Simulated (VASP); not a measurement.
# Si (Fd-3m) in VASP: notebook

Aim: see how the results for Si move with the level of theory and the settings. Levels: PBE, LAK. Tasks: G0W0 quasiparticle levels, band structure.

All numbers are computed with VASP 6.6.1; they aren't measurements. Logs are shortened: lines on timing, memory, paths and dates and some standing lists are left out, and cuts for length are marked.

## 1. The crystal as given

The structure is cubic, space group Fd-3m (No. 227). The conventional cell has a = 5.444 Å, b = 5.444 Å, c = 5.444 Å, α = 90.00°, β = 90.00°, γ = 90.00°. Around Si (site symmetry -43m) lie 4 Si at 2.36 Å.

## 2. G0W0 quasiparticle levels, PBE

POSCAR

```
Si
1.0
    0.0000000000      2.7218511865      2.7218511865
    2.7218511865      0.0000000000      2.7218511865
    2.7218511865      2.7218511865      0.0000000000
Si
2
Direct
    0.5000000000      0.5000000000      0.5000000000
    0.7500000000      0.7500000000      0.7500000000
```

INCAR.step1

```
SYSTEM = Si
ALGO     = Normal         ! electronic algorithm
EDIFF    = 1E-8           ! SCF threshold, eV
ENCUT    = 450            ! plane-wave cutoff, eV
GGA      = PE             ! functional
ISMEAR   = 0              ! smearing method
LASPH    = .True.         ! aspherical terms in the spheres
LCHARG   = .False.        ! write CHGCAR
LREAL    = .False.        ! projectors in reciprocal space
LWAVE    = .True.         ! write WAVECAR
NELM     = 100            ! most SCF steps
PREC     = Accurate       ! precision mode
SIGMA    = 0.01           ! smearing width, eV
```

INCAR.step2

```
SYSTEM = Si
ALGO     = Exact          ! electronic algorithm
EDIFF    = 1E-8           ! SCF threshold, eV
ENCUT    = 450            ! plane-wave cutoff, eV
GGA      = PE             ! functional
ISMEAR   = 0              ! smearing method
ISTART   = 1            
LASPH    = .True.         ! aspherical terms in the spheres
LCHARG   = .False.        ! write CHGCAR
LOPTICS  = .True.         ! frequency-dependent dielectric function
LREAL    = .False.        ! projectors in reciprocal space
LWAVE    = .True.         ! write WAVECAR
NBANDS   = 52             ! bands
NELM     = 1              ! most SCF steps
PREC     = Accurate       ! precision mode
SIGMA    = 0.01           ! smearing width, eV
```

INCAR.step3

```
SYSTEM = Si
ALGO     = EVGW0          ! electronic algorithm
EDIFF    = 1E-8           ! SCF threshold, eV
ENCUT    = 450            ! plane-wave cutoff, eV
ENCUTGW  = 260            ! cutoff of the response function
GGA      = PE             ! functional
ISMEAR   = 0              ! smearing method
ISTART   = 1            
LASPH    = .True.         ! aspherical terms in the spheres
LCHARG   = .False.        ! write CHGCAR
LREAL    = .False.        ! projectors in reciprocal space
LWAVE    = .False.        ! write WAVECAR
NBANDS   = 52             ! bands
NBANDSGW = 12           
NELMGW   = 1            
NOMEGA   = 48             ! frequency points
PREC     = Accurate       ! precision mode
PRECFOCK = Fast         
SIGMA    = 0.01           ! smearing width, eV
```

KPOINTS

```
k-points
0
Gamma
  3 3 3
  0 0 0
```

Potentials or basis: VASP PAW PBE potentials, release 64 (Si_GW).

Run with:

```
$ cat potpaw_PBE.64/Si_GW/POTCAR > POTCAR
$ cp INCAR.step1 INCAR
$ mpirun -np 1 vasp_std > vasp.out
$ cp INCAR.step2 INCAR
$ mpirun -np 1 vasp_std > vasp.out
$ cp INCAR.step3 INCAR
$ mpirun -np 1 vasp_std > vasp.out
```

OUTCAR:

```text
SYSTEM = Si
   EDIFF = 1E-8
   ENCUT = 450
   ENCUTGW = 260
   GGA = PE
   ISMEAR = 0
   ISTART = 1
   LASPH = .True.
   LREAL = .False.
   NELMGW = 1
   PREC = Accurate
   PRECFOCK = Fast

 Found      4 irreducible k-points:

 Following reciprocal coordinates:
            Coordinates               Weight
  0.000000  0.000000  0.000000      1.000000
  0.333333  0.000000  0.000000      8.000000
  0.333333  0.333333  0.000000      6.000000
 -0.333333  0.333333  0.000000     12.000000
   k-points           NKPTS =      4   k-points in BZ     NKDIM =     27   number of bands    NBANDS=     52
   number of dos      NEDOS =    301   number of ions     NIONS =      2
   total plane-waves  NPLWV =  21952
   dimension x,y,z NGX =    28 NGY =   28 NGZ =   28
   dimension x,y,z NGXF=    56 NGYF=   56 NGZF=   56
   ions per type =               2
   NGX,Y,Z   is equivalent  to a cutoff of  12.09, 12.09, 12.09 a.u.
   NGXF,Y,Z  is equivalent  to a cutoff of  24.19, 24.19, 24.19 a.u.
 SYSTEM =  Si
   PREC   = accura    normal or accurate (medium, high low for compatibility)
   ISTART =      1    job   : 0-new  1-cont  2-samecut
   ICHARG =      0    charge: 1-file 2-atom 10-const
   ISPIN  =      1    spin polarized calculation?
   LNONCOLLINEAR =      F non collinear calculations
   LSORBIT =      F    spin-orbit coupling
   LASPH  =      T    aspherical Exc in radial PAW
   ENCUT  =  450.0 eV  33.07 Ry    5.75 a.u.   6.66  6.66  6.66*2*pi/ulx,y,z
   NELM   =     60;   NELMIN=  2; NELMDL=  0     # of ELM steps
   EDIFF  = 0.1E-07   stopping-criterion for ELM
   LREAL  =      F    real-space projection
   EDIFFG = 0.1E-06   stopping-criterion for IOM
   NSW    =      0    number of steps for IOM
   IBRION =     -1    ionic relax: 0-MD 1-quasi-New 2-CG
   NFREE  =      0    steps in history (QN), initial steepest desc. (CG)
   ISIF   =      0    stress and relaxation
   ISYM   =      3    0-nonsym 1-usesym 2-fastsym
   POTIM  = 0.5000    time-step for ionic-motion
   TEBEG  =    0.0;   TEEND  =   0.0 temperature during run
   PSTRESS=    0.0 pullay stress
   NELECT =       8.0000    total number of electrons
   NUPDOWN=      -1.0000    fix difference up-down
   EMIN   =  10.00;   EMAX   =-10.00  energy-range for DOS
   EFERMI =   0.00;   METHOD = LEGACY
   ISMEAR =     0;   SIGMA  =   0.01  broadening in eV -4-tet -1-fermi 0-gaus
   EFERMI_NEDOS =   21; number of points for ismear=-14 and -15
   IALGO  =     38    algorithm
   IMIX   =      4    mixing-type and parameters
     AMIX     =   0.40;   BMIX     =  1.00
     AMIX_MAG =   1.60;   BMIX_MAG =  1.00
  volume/ion in A,a.u.               =      20.16       136.08
  Fermi-wavevector in a.u.,A,eV,Ry     =   0.954766  1.804247 12.402783  0.911579
  Thomas-Fermi vector in A             =   2.083543
   LORBIT       =      0    0 simple, 1 ext, 2 COOP (PROOUT), +10 PAW based schemes
   GGA     = PE    functional components
   LHFCALC =     T    Hartree Fock is set to
   PRECFOCK=fast      Normal, Fast or Accurate (Low or Medium for compatibility)
   ENCUT4O =  -1.0   cutoff for four orbital integrals eV
   NKREDX  =     1    reduce k-point grid by
   NKREDY  =     1    reduce k-point grid by
   NKREDZ  =     1    reduce k-point grid by
   AEXX    =    1.0000 exact exchange contribution
   HFSCREEN=    0.0000 screening length (either q_TF or 0.3 A-1)
   HFSCREENC=   0.0000 screening length for correlation (either q_TF or 0.3 A-1)
   ENCUTFOCK=  -1.0 apply spherical cutoff to Coloumb kernel
   IVDW    =     0    specifies the selected vdW correction
   LEPSILON=     F    determine dielectric tensor
   LRPA    =     F    only Hartree local field effects (RPA)
   LRPAFORCE           =     F    calculate RPA forces
   ENCUTGW             = 260.0    cutoff for response function in eV
   ENCUTGWSOFT         = 208.0    soft cutoff for Coulomb kernel in GW response function in eV
   ENCUTLF             =  -1.0    cutoff for local field effects
   NELMGW              =     1    number of iterations in solving QP/BSE equation
   NELMHF              =     1    number of iterations in the inner HF iteration
   NKREDLFX            =     1    NKREDLFY  =   1   NKREDLFZ  =   1
 non-spin polarized calculation
 Gauss-broadening in eV      SIGMA  =   0.01
  energy-cutoff  :      450.00
  volume of cell :       40.33
 maximum number of plane-waves:       893
 NGX is ok and might be reduce to    28
  NGX = 16; NGY = 16; NGZ = 16
   NGX = 13   NGY = 13   NGZ = 13
 maximum number of plane-waves:       389

 QP shifts <psi_nk| G(iteration)W_0 |psi_nk>: iteration 1
 for sc-GW calculations column KS-energies equals QP-energies in previous step
 and V_xc(KS)=  KS-energies - (<T + V_ion + V_H > + <T+V_H+V_ion>^1  + <V_x>^1)

 k-point   1 :       0.0000    0.0000    0.0000
  band No.  KS-energies  QP-energies   sigma(KS)   V_xc(KS)     V^pw_x(r,r')   Z            occupation Imag(sigma)

      1      -6.4325      -6.9158     -11.0609     -10.4342     -17.4248       0.7712       2.0000       1.3592
      2       5.5010       5.2078     -11.8083     -11.4221     -13.4294       0.7591       2.0000       0.0615
      3       5.5010       5.2078     -11.8083     -11.4221     -13.4294       0.7591       2.0000       0.0615
      4       5.5010       5.2078     -11.8083     -11.4221     -13.4294       0.7591       2.0000       0.0615
      5       8.0158       8.3466      -9.6387     -10.0709      -5.3656       0.7655       0.0000      -0.1119
      6       8.0158       8.3466      -9.6387     -10.0709      -5.3656       0.7655       0.0000      -0.1119
      7       8.0158       8.3466      -9.6387     -10.0709      -5.3656       0.7655       0.0000      -0.1119
      8       8.7867       9.2745     -10.3912     -11.0339      -5.5737       0.7592       0.0000      -0.1413
      9      13.1689      13.6478      -9.3490      -9.9879      -4.1513       0.7496       0.0000      -0.2329
     10      13.1689      13.6478      -9.3490      -9.9879      -4.1513       0.7496       0.0000      -0.2329
     11      13.4319      13.3081      -7.7619      -7.6090      -2.4805       0.8093       0.0000      -0.3585
     12      16.6688      16.6774      -8.2371      -8.2483      -2.1676       0.7685       0.0000      -0.6499

 k-point   2 :       0.3333    0.0000    0.0000
  band No.  KS-energies  QP-energies   sigma(KS)   V_xc(KS)     V^pw_x(r,r')   Z            occupation Imag(sigma)
[... 33 lines left out ...]
      1      -3.1838      -3.5578     -11.4256     -10.9016     -16.4741       0.7138       2.0000       0.6837
      2      -1.2644      -1.6432     -11.4131     -10.8864     -15.5005       0.7193       2.0000       0.4108
      3       1.0888       0.6574     -10.4228      -9.8453     -12.9795       0.7469       2.0000       0.1677
      4       3.3836       3.0284     -11.2889     -10.8165     -13.4271       0.7518       2.0000       0.0839
      5       7.0350       7.2201      -8.9050      -9.1442      -4.7336       0.7735       0.0000      -0.0952
      6      11.2761      11.4811      -9.4342      -9.7014      -4.5675       0.7672       0.0000      -0.2397
      7      11.9137      12.3156      -9.7142     -10.2516      -4.3400       0.7479       0.0000      -0.3191
      8      12.5261      12.9128      -9.9929     -10.5050      -4.6738       0.7552       0.0000      -0.3200
      9      12.8638      13.2338      -9.7628     -10.2605      -4.1378       0.7435       0.0000      -0.3592
     10      13.1278      13.4296      -9.3592      -9.7484      -4.1666       0.7753       0.0000      -0.3382
     11      19.8065      19.8773      -8.5668      -8.6604      -2.3238       0.7568       0.0000      -0.7845
     12      20.3688      20.3478      -8.2014      -8.1740      -2.0224       0.7655       0.0000      -0.8379
```

OUTCAR.step1:

```text
SYSTEM = Si
   EDIFF = 1E-8
   ENCUT = 450
   GGA = PE
   ISMEAR = 0
   LASPH = .True.
   LREAL = .False.
[... 151 lines left out ...]
      2.72185      2.72185      2.72185        -0.000000     -0.000000     -0.000000
      4.08278      4.08278      4.08278         0.000000      0.000000      0.000000
 -----------------------------------------------------------------------------------
    total drift:                                0.000000      0.000000     -0.000000

  FREE ENERGIE OF THE ION-ELECTRON SYSTEM (eV)
  ---------------------------------------------------
  free  energy   TOTEN  =       -10.2274592544 eV

  energy  without entropy=      -10.2274592544  energy(sigma->0) =      -10.22745925
```

OUTCAR.step2:

```text
SYSTEM = Si
   EDIFF = 1E-8
   ENCUT = 450
   GGA = PE
[... 519 lines left out ...]
  --------------------------------------------------------------------------------------------------------------
     0.00000    34.25252    34.25252    34.25252    -0.00000    -0.00000     0.00000
     0.82408    36.83555    36.83555    36.83555    -0.00000    -0.00000     0.00000
     1.64816    48.50397    48.50397    48.50397    -0.00000    -0.00000     0.00000
     2.47224   106.24401   106.24401   106.24401    -0.00000    -0.00000     0.00000
     3.29632   -23.32470   -23.32470   -23.32470    -0.00000    -0.00000     0.00000
     4.12040    -7.77883    -7.77883    -7.77883     0.00000     0.00000    -0.00000
[... 92 lines left out ...]
    80.75993     0.93646     0.93646     0.93646     0.00000     0.00000    -0.00000
    81.58402     0.93777     0.93777     0.93777     0.00000     0.00000    -0.00000
```

Wall time 24 s (1 thread of Intel Xeon 6975P-C (Granite Rapids), shared host); peak memory 0.38 GiB.

These settings aren't checked as converged: the numbers below hold their error.

Results:

* Band gap on the k mesh, mean-field level: 0.70 eV, indirect (least direct gap 2.51 eV)
* Quasiparticle gap: 1.15 eV
* Least direct quasiparticle gap: 3.14 eV

Caveat: the k mesh is coarse (spacing up to 0.67 Å⁻¹), so the values aren't converged; bands, screening cutoff and mesh are small and nothing is extrapolated, so the quasiparticle values aren't converged; an odd mesh through Γ misses points on the zone boundary, where band edges often lie.

(Continued in part 2 of 2.)
